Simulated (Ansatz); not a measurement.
# MoP: the cost of one run

Program: Ansatz 0.2.0. Level of theory: DFT PBE, scalar-relativistic, plane waves, PAW. These are calculated values, not measurements.

1 further run of the same task is left out (set aside as unsound or not needed).

## (1) Starting point

It takes space group P-6m2 (No. 187, hexagonal). The conventional cell has a = 3.241 Å, b = 3.241 Å, c = 3.195 Å, α = 90.00°, β = 90.00°, γ = 120.00°. Mo (site symmetry -6m2) has 6 P at 2.46 Å as nearest neighbours. P (site symmetry -6m2) has 6 Mo at 2.46 Å as nearest neighbours.

Structure file:

```
Mo P
1.0
     3.24104    0.00000    0.00000
    -1.62052    2.80683    0.00000
     0.00000    0.00000    3.19523
Mo P
1 1
Direct
  0.00000 0.00000 0.00000
  0.33333 0.66667 0.50000
```

It is the result of an earlier relaxation at this level (volume 14.53 Å³/atom; gap on the mesh: none (metal)).

## (2) Electronic structure at the relaxed geometry

input.yaml

```yaml
crystal:
  lattice:
    - [3.2410431084, 0.0, 0.0]
    - [-1.6205215542, 2.8068256667, 0.0]
    - [0.0, 0.0, 3.1952266614]
  atoms:
    - { symbol: Mo, position: [0.0, 0.0, 0.0] }
    - { symbol: P, position: [0.3333333333, 0.6666666667, 0.5] }
basis:
  ecutwfc: 420
kpoints:
  mp_grid: { grid: [18, 18, 14] }
  band_path:
    path:
      - [[0.0, 0.0, 0.0], [0.5, 0.0, 0.0], [0.33333333, 0.33333333, 0.0], [0.0, 0.0, 0.0], [0.0, 0.0, 0.5], [0.5, 0.0, 0.5], [0.33333333, 0.33333333, 0.5], [0.0, 0.0, 0.5]]
      - [[0.5, 0.0, 0.5], [0.5, 0.0, 0.0]]
      - [[0.33333333, 0.33333333, 0.5], [0.33333333, 0.33333333, 0.0]]
    npoints: 14
hamiltonian:
  xc: pbe
scf:
  occupations: { method: gaussian, width: 0.1 }
  n_extra_bands: 6
output:
  forces: true
  stress: true
  eigenvalues: true
  populations: true
  dos: { projected: true, de: 0.02, nscf_kmesh: { grid: [27, 27, 21] } }
  bader: true
  write_density: true
  write_potential: true
  elf: true
  volumetric_format: npy
```

Run with:

```
$ ansatz run input.yaml --threads 1 --pin off --max-ram 2560MiB --backend cpu --events-out ev --progress --plain --runs-dir out
```

What time and memory should one allow on 1 thread of Arm Neoverse V1, shared host?

About 62 s, with a peak of 0.47 GiB.
